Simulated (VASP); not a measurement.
Here is a VASP 6.6.1 calculation.

The input INCAR:

```
ALGO = Normal
EDIFF = 1E-6
EDIFFG = -0.01
ENCUT = 980
GGA = PE
IBRION = 2
ISIF = 3
ISMEAR = -1
LASPH = T
LCHARG = F
LREAL = F
LWAVE = F
NELM = 100
NSW = 60
PREC = Accurate
SIGMA = 0.05
```

Contents of KPOINTS:

```
k-points
0
Gamma
  7 7 7
```

File POSCAR:

```
BaS
1.0
    0.0000000000      3.1937500000      3.1937500000
    3.1937500000      0.0000000000      3.1937500000
    3.1937500000      3.1937500000      0.0000000000
Ba S
1 1
Direct
    0.0000000000      0.0000000000      0.0000000000
    0.5000000000      0.5000000000      0.5000000000
```

Potentials or basis: VASP PAW PBE potentials, release 64 (Ba_sv, S_h).

The run is started by

```console
$ cat potpaw_PBE.64/Ba_sv/POTCAR potpaw_PBE.64/S_h/POTCAR > POTCAR
$ mpirun -np 1 vasp_std > vasp.out
```

Q: Estimate the relaxed volume.

A: 33.65 Å³/atom.

Q: Estimate the band gap on the k mesh.

A: 2.22 eV, indirect (least direct gap 2.38 eV).

The path:
| step | energy change (eV) | largest force (eV/Å) | pressure (GPa) | volume (Å³) |
| --- | --- | --- | --- | --- |
| 1 | 0.0000 | 0.0000 | 1.45 | 65.15 |
| 2 | -0.0087 | 0.0000 | -0.40 | 67.97 |
| 3 | -0.0095 | 0.0000 | 0.00 | 67.31 |

Caveat: spin-orbit coupling is left out, which moves the levels of the heavy elements; an odd mesh through Γ misses points on the zone boundary, where band edges often lie.
